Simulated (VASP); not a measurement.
# ZnAu: formation energy of Ni on the Zn site, part 2 of 5

How easily does Ni on the Zn site form in ZnAu? The host is relaxed first, then a supercell is run with and without the defect. The start is a cell from a database of measured crystal structures.

VASP 6.6.1, plane waves and PAW; the level of theory is named at each step.

So far. Step 2 (Relaxing the host crystal): The run ended after 3 ionic steps, 0.006 eV below its first step, once forces and stress met EDIFFG = -0.02.

## Step 3: The supercell without the defect

Level of this step: PBEsol; plane waves and PAW (Au, Zn) (VASP).

System of this step: ZnAu. Symmetry: Pm-3m, No. 221, cubic system. The conventional cell has a = 3.125 Å, b = 3.125 Å, c = 3.125 Å, α = 90.00°, β = 90.00°, γ = 90.00°. Nearest to Au lie 8 Zn at 2.71 Å. Nearest to Zn lie 8 Au at 2.71 Å. Farther neighbours are not listed.

The same cell, mesh and cutoff without the defect give the energy to subtract and, in a gapped host, the band edges to count from, so that most errors cancel.

INCAR

```
SYSTEM = ZnAu
PREC = Normal
ENCUT = 300
EDIFF = 1E-05
NELM = 120
ISMEAR = 1
SIGMA = 0.2
LREAL = Auto
ALGO = Fast
GGA = PS
NBANDS = 216
LASPH = .TRUE.
LORBIT = 11
LWAVE = .FALSE.
LCHARG = .FALSE.
KPAR = 4
```

POSCAR

```
ZnAu
1.0
    0.0000000000      6.2496527630      6.2496527630
    6.2496527630      0.0000000000      6.2496527630
    6.2496527630      6.2496527630      0.0000000000
Au Zn
16 16
Direct
    0.0000000000      0.0000000000      0.0000000000
    0.5000000000      0.0000000000      0.0000000000
    0.0000000000      0.5000000000      0.0000000000
    0.0000000000      0.0000000000      0.5000000000
    0.2500000000      0.2500000000      0.2500000000
    0.5000000000      0.5000000000      0.0000000000
    0.5000000000      0.0000000000      0.5000000000
    0.7500000000      0.2500000000      0.2500000000
    0.0000000000      0.5000000000      0.5000000000
    0.2500000000      0.7500000000      0.2500000000
    0.2500000000      0.2500000000      0.7500000000
    0.5000000000      0.5000000000      0.5000000000
    0.7500000000      0.7500000000      0.2500000000
    0.7500000000      0.2500000000      0.7500000000
    0.2500000000      0.7500000000      0.7500000000
    0.7500000000      0.7500000000      0.7500000000
    0.1250000000      0.1250000000      0.1250000000
    0.6250000000      0.1250000000      0.1250000000
    0.1250000000      0.6250000000      0.1250000000
    0.1250000000      0.1250000000      0.6250000000
    0.3750000000      0.3750000000      0.3750000000
    0.6250000000      0.6250000000      0.1250000000
    0.6250000000      0.1250000000      0.6250000000
    0.8750000000      0.3750000000      0.3750000000
    0.1250000000      0.6250000000      0.6250000000
    0.3750000000      0.8750000000      0.3750000000
    0.3750000000      0.3750000000      0.8750000000
    0.6250000000      0.6250000000      0.6250000000
    0.8750000000      0.8750000000      0.3750000000
    0.8750000000      0.3750000000      0.8750000000
    0.3750000000      0.8750000000      0.8750000000
    0.8750000000      0.8750000000      0.8750000000
```

KPOINTS

```
Automatic mesh
0
Gamma
3 3 3
0 0 0
```

PAW data sets: Au and Zn (PBE family, release 64).

Command:

```
$ mpirun -np 4 vasp_std
```

The log of the run:

```text
[banner, memory and clock lines left out]
running    4 mpi-ranks, on    1 nodes
 distrk:  each k-point on    1 cores,    4 groups
 distr:  one band on    1 cores,    1 groups

 POSCAR found type information on POSCAR AuZn
 POSCAR found :  2 types and      32 ions
 [... a notice as in an earlier step ...]

 LDA part: xc-table for (Slater+PW92), standard interpolation
 POSCAR, INCAR and KPOINTS ok, starting setup
 FFT: planning ... GRIDC
 FFT: planning ... GRID_SOFT
 FFT: planning ... GRID
 WAVECAR not read
 entering main loop
       N       E                     dE             d eps       ncg     rms          rms(c)
DAV:   1     0.322090265071E+04    0.32209E+04   -0.11342E+05  1728   0.159E+03
DAV:   2     0.375655234944E+03   -0.28452E+04   -0.27082E+04  1728   0.446E+02
DAV:   3    -0.794559221812E+02   -0.45511E+03   -0.42209E+03  1776   0.159E+02
DAV:   4    -0.104083107007E+03   -0.24627E+02   -0.24078E+02  1880   0.422E+01
DAV:   5    -0.104521244106E+03   -0.43814E+00   -0.43644E+00  1872   0.489E+00    0.370E+01
RMM:   6    -0.959681348647E+02    0.85531E+01   -0.27556E+01  1751   0.141E+01    0.232E+01
RMM:   7    -0.955641612883E+02    0.40397E+00   -0.24724E+00  1836   0.322E+00    0.106E+01
RMM:   8    -0.954434030119E+02    0.12076E+00   -0.43477E-01  1784   0.152E+00    0.122E+00
RMM:   9    -0.954299312820E+02    0.13472E-01   -0.50125E-02  1882   0.660E-01    0.433E-01
RMM:  10    -0.954323901893E+02   -0.24589E-02   -0.43938E-02  1858   0.411E-01    0.598E-01
RMM:  11    -0.954297490422E+02    0.26411E-02   -0.90599E-03  1855   0.220E-01    0.124E-01
RMM:  12    -0.954296347855E+02    0.11426E-03   -0.13621E-03  1931   0.797E-02    0.413E-02
RMM:  13    -0.954296347361E+02    0.49498E-07   -0.22740E-04  1971   0.420E-02    0.317E-02
RMM:  14    -0.954296322318E+02    0.25042E-05   -0.76984E-05  1760   0.298E-02
   1 F= -.95429632E+02 E0= -.95422516E+02  d E =-.213474E-01
```

Wall time 72 s (4 MPI ranks of AMD EPYC 7R43, shared host); peak memory 1.2 GiB; 4.7 min of CPU time.

From OUTCAR (step 3):

```text
  LATTYP: Found a face centered cubic cell.
 ALAT       =    12.4993055260

The static configuration has the point symmetry O_h .

 Found      4 irreducible k-points:

   k-points           NKPTS =      4   k-points in BZ     NKDIM =      4   number of bands    NBANDS=    216

   dimension x,y,z NGX =    40 NGY =   40 NGZ =   40
   dimension x,y,z NGXF=    80 NGYF=   80 NGZF=   80

   ENCUT  =  300.0 eV  22.05 Ry    4.70 a.u.  12.48 12.48 12.48*2*pi/ulx,y,z

   NELECT =     368.0000    total number of electrons

 E-fermi :   7.2514

 k-point     1 :       0.0000    0.0000    0.0000
  band No.  band energies     occupation
    ...
    177       5.0654      2.00000
    178       5.0654      2.00000
    179       5.0654      2.00000
    180       5.0654      2.00000
    181       5.0654      2.00000
    182       8.0708     -0.00000
    183       8.0708     -0.00000
    184       8.0708     -0.00000
    185       8.6095     -0.00000
    186       9.8068     -0.00000
    ...

 k-point     2 :       0.3333    0.0000    0.0000
  band No.  band energies     occupation
    ...
    177       5.2986      2.00000
    178       5.2986      2.00000
    179       6.2561      2.00000
    180       6.2561      2.00000
    181       6.2561      2.00000
    182       7.3414      0.31741
    183       7.3414      0.31740
    184       7.3414      0.31740
    185       7.5508     -0.05558
    186       8.2711     -0.00000
    ...

  Total        0.6325825      0.6325825      0.6325825      0.0000000     -0.0000000     -0.0000000
  in kB        2.0760132      2.0760132      2.0760132      0.0000000     -0.0000000     -0.0000000
  external PRESSURE =       2.0760132 kB  Pullay stress =       0.0000000 kB

  energy-cutoff  :      300.00
  volume of cell :      488.20
      direct lattice vectors                 reciprocal lattice vectors
     0.000000000  6.249652763  6.249652763    -0.080004445  0.080004445  0.080004445
     6.249652763  0.000000000  6.249652763     0.080004445 -0.080004445  0.080004445
     6.249652763  6.249652763  0.000000000     0.080004445  0.080004445 -0.080004445

 POSITION                                       TOTAL-FORCE (eV/Angst)
 -----------------------------------------------------------------------------------
      0.00000      0.00000      0.00000        -0.000000      0.000000      0.000000
      0.00000      3.12483      3.12483        -0.000000      0.000000     -0.000000
      3.12483      0.00000      3.12483         0.000000      0.000000      0.000000
      3.12483      3.12483      0.00000         0.000000     -0.000000     -0.000000
      3.12483      3.12483      3.12483        -0.000000     -0.000000     -0.000000
      3.12483      3.12483      6.24965         0.000000      0.000000     -0.000000
      3.12483      6.24965      3.12483        -0.000000     -0.000000      0.000000
      3.12483      6.24965      6.24965         0.000000      0.000000      0.000000
      6.24965      3.12483      3.12483         0.000000     -0.000000      0.000000
      6.24965      3.12483      6.24965         0.000000     -0.000000     -0.000000
      6.24965      6.24965      3.12483        -0.000000     -0.000000      0.000000
      6.24965      6.24965      6.24965        -0.000000     -0.000000     -0.000000
      6.24965      6.24965      9.37448        -0.000000      0.000000      0.000000
      6.24965      9.37448      6.24965        -0.000000      0.000000     -0.000000
      9.37448      6.24965      6.24965        -0.000000     -0.000000     -0.000000
      9.37448      9.37448      9.37448         0.000000      0.000000      0.000000
      1.56241      1.56241      1.56241        -0.000000     -0.000000      0.000000
      1.56241      4.68724      4.68724         0.000000     -0.000000      0.000000
      4.68724      1.56241      4.68724        -0.000000     -0.000000     -0.000000
      4.68724      4.68724      1.56241        -0.000000     -0.000000      0.000000
      4.68724      4.68724      4.68724        -0.000000     -0.000000      0.000000
      4.68724      4.68724      7.81207         0.000000      0.000000     -0.000000
      4.68724      7.81207      4.68724        -0.000000     -0.000000      0.000000
      4.68724      7.81207      7.81207         0.000000     -0.000000      0.000000
      7.81207      4.68724      4.68724        -0.000000     -0.000000      0.000000
      7.81207      4.68724      7.81207        -0.000000     -0.000000      0.000000
      7.81207      7.81207      4.68724         0.000000      0.000000      0.000000
      7.81207      7.81207      7.81207        -0.000000     -0.000000      0.000000
      7.81207      7.81207     10.93689         0.000000     -0.000000     -0.000000
      7.81207     10.93689      7.81207        -0.000000     -0.000000      0.000000
     10.93689      7.81207      7.81207        -0.000000      0.000000     -0.000000
     10.93689     10.93689     10.93689         0.000000     -0.000000     -0.000000
 -----------------------------------------------------------------------------------
    total drift:                                0.000000     -0.000000     -0.000000

  FREE ENERGIE OF THE ION-ELECTRON SYSTEM (eV)
  ---------------------------------------------------
  free  energy   TOTEN  =       -95.4296322318 eV

  energy  without entropy=      -95.4082848510  energy(sigma->0) =      -95.42251644

 total charge
# of ion       s       p       d       tot
------------------------------------------
    1        0.623   0.411   8.697   9.731
    2        0.623   0.411   8.697   9.731
    3        0.623   0.411   8.697   9.731
    4        0.623   0.411   8.697   9.731
    5        0.623   0.411   8.697   9.731
    6        0.623   0.411   8.697   9.731
    7        0.623   0.411   8.697   9.731
    8        0.623   0.411   8.697   9.731
    9        0.623   0.411   8.697   9.731
   10        0.623   0.411   8.697   9.731
   11        0.623   0.411   8.697   9.731
   12        0.623   0.411   8.697   9.731
   13        0.623   0.411   8.697   9.731
   14        0.623   0.411   8.697   9.731
   15        0.623   0.411   8.697   9.731
   16        0.623   0.411   8.697   9.731
   17        0.530   0.470   9.763  10.763
   18        0.530   0.470   9.763  10.763
   19        0.530   0.470   9.763  10.763
   20        0.530   0.470   9.763  10.763
   21        0.530   0.470   9.763  10.763
   22        0.530   0.470   9.763  10.763
   23        0.530   0.470   9.763  10.763
   24        0.530   0.470   9.763  10.763
   25        0.530   0.470   9.763  10.763
   26        0.530   0.470   9.763  10.763
   27        0.530   0.470   9.763  10.763
   28        0.530   0.470   9.763  10.763
   29        0.530   0.470   9.763  10.763
   30        0.530   0.470   9.763  10.763
   31        0.530   0.470   9.763  10.763
   32        0.530   0.470   9.763  10.763
--------------------------------------------------
tot         18.449  14.097 295.353 327.899

[... 1 part as in an earlier step ...]

[... 5 further parts left out ...]
```

The k-mesh is coarse for a metal.

This step gave:

```
electronic cycles       : 14
electrons               : 368
free energy (TOTEN)     : -95.4296 eV
energy at zero smearing : -95.4225 eV
Fermi energy            : 7.251 eV
```

The host is treated as a metal, as its relaxation found a gap under 0.3 eV or none, and only the neutral defect is run.

(Part 2 of 5 ends here.)

[Lines on the potential files, build, host, timing and source positions are cut from VASP's logs without a mark.]

[Logs are printed without paths, hosts, clocks, repeated set-up lines and the standing remarks that a program may print on its own settings, such as how far it seeks lower states.]

[Hosts, paths, dates, database ids (printed as entryN), source tags and the programs' standing remarks are cut or masked in the printed files.]

[In band tables of VASP the shares of atoms and orbitals are scaled to a sum of 1 inside the atoms' spheres.]

[Runs that stopped without an error message from VASP are left out.]
